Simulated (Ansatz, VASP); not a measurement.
# LiF in VASP and in Ansatz

```
Li F
1.0
     0.00000    2.07467    2.07467
     2.07467    0.00000    2.07467
     2.07467    2.07467    0.00000
Li F
1 1
Cartesian
  0.0000 0.0000 0.0000
  2.0747 2.0747 2.0747
```

Change from the starting cell: hydrostatic strain +4.0%.

Alike in both runs: task single point; functional r2SCAN; k mesh 10 × 10 × 10; no spin polarisation.

|  | VASP | Ansatz |
| --- | --- | --- |
| version | VASP 6.6.1 | Ansatz 0.2.0 |
| potentials or method | VASP PAW PBE potentials, release 64 (Li_sv, F) | plane waves, PAW |
| plane-wave cutoff (eV) | 520 | 500 |
| occupations | gaussian, width 0.01 eV | fixed |
| valence electrons in the cell | 10 | 10 |

```csv
,VASP,Ansatz,Ansatz less VASP
gap on the k mesh at the Fermi level (eV),9.44,9.28,-0.165
```

 A k mesh can miss the band edges.
